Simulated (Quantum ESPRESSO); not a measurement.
Input of a Quantum ESPRESSO 7.5 run:

File pw.in:

```
&CONTROL
  calculation = 'scf'
  prefix = 'pwscf'
  outdir = './tmp'
  pseudo_dir = './pseudo'
  tprnfor = .true.
  tstress = .true.
  disk_io = 'low'
/
&SYSTEM
  ibrav = 0
  celldm(1) = 8
  nat = 2
  ntyp = 2
  ecutwfc = 45
  ecutrho = 360
  nbnd = 9
  occupations = 'smearing'
  smearing = 'fd'
  degauss = 0.00367493
/
&ELECTRONS
  conv_thr = 4d-10
  electron_maxstep = 120
  mixing_beta = 0.5
/
ATOMIC_SPECIES
N     14.0070 n_pbesol_v1.2.uspp.F.UPF
B     10.8100 b_pbesol_v1.4.uspp.F.UPF
CELL_PARAMETERS alat
  0.2955346898502   0.1706270327353   0.7967402823206
 -0.2955346898502   0.1706270327353   0.7967402823206
  0.0000000000000  -0.3412540654705   0.7967402823206
ATOMIC_POSITIONS crystal
N      0.6672382000    0.6672382000    0.6672382000
B      0.0003288000    0.0003288000    0.0003288000
K_POINTS automatic
8 8 8 1 1 1
```

Contents of scf2.in:

```
&CONTROL
  calculation = 'scf'
  prefix = 'pwscf'
  outdir = './tmp'
  pseudo_dir = './pseudo'
  tprnfor = .true.
  tstress = .true.
  disk_io = 'low'
/
&SYSTEM
  ibrav = 0
  celldm(1) = 8
  nat = 2
  ntyp = 2
  ecutwfc = 45
  ecutrho = 360
  nbnd = 9
  occupations = 'fixed'
/
&ELECTRONS
  conv_thr = 1d-13
  electron_maxstep = 120
  mixing_beta = 0.5
  startingpot = 'file'
  startingwfc = 'file'
/
ATOMIC_SPECIES
N     14.0070 n_pbesol_v1.2.uspp.F.UPF
B     10.8100 b_pbesol_v1.4.uspp.F.UPF
CELL_PARAMETERS alat
  0.2955346898502   0.1706270327353   0.7967402823206
 -0.2955346898502   0.1706270327353   0.7967402823206
  0.0000000000000  -0.3412540654705   0.7967402823206
ATOMIC_POSITIONS crystal
N      0.6672382000    0.6672382000    0.6672382000
B      0.0003288000    0.0003288000    0.0003288000
K_POINTS automatic
8 8 8 1 1 1
```

The input ph.in:

```
dielectric of BN
&INPUTPH
  prefix = 'pwscf'
  outdir = './tmp'
  tr2_ph = 1d-18
  fildyn = 'dyn'
  niter_ph = 90
  alpha_mix(1) = 0.7
  epsil = .true.
  trans = .false.
  zeu = .true.
/
0.0000000000 0.0000000000 0.0000000000
```

Potentials or basis: GBRV 1.5 PBEsol.

The run is started by

```sh
$ OMP_NUM_THREADS=1 pw.x -in pw.in > pw.out
$ OMP_NUM_THREADS=1 pw.x -in scf2.in > scf2.out
$ OMP_NUM_THREADS=1 ph.x -in ph.in > ph.out
```

(1) Estimate the electronic dielectric tensor (diagonal).

(2) Predict the Born charges (mean of the diagonal).

(3) Estimate the pressure.

Results:

(1) 4.78, 4.78, 2.64.

(2) N -2.03; B +2.03 e.

(3) 1.1 GPa.
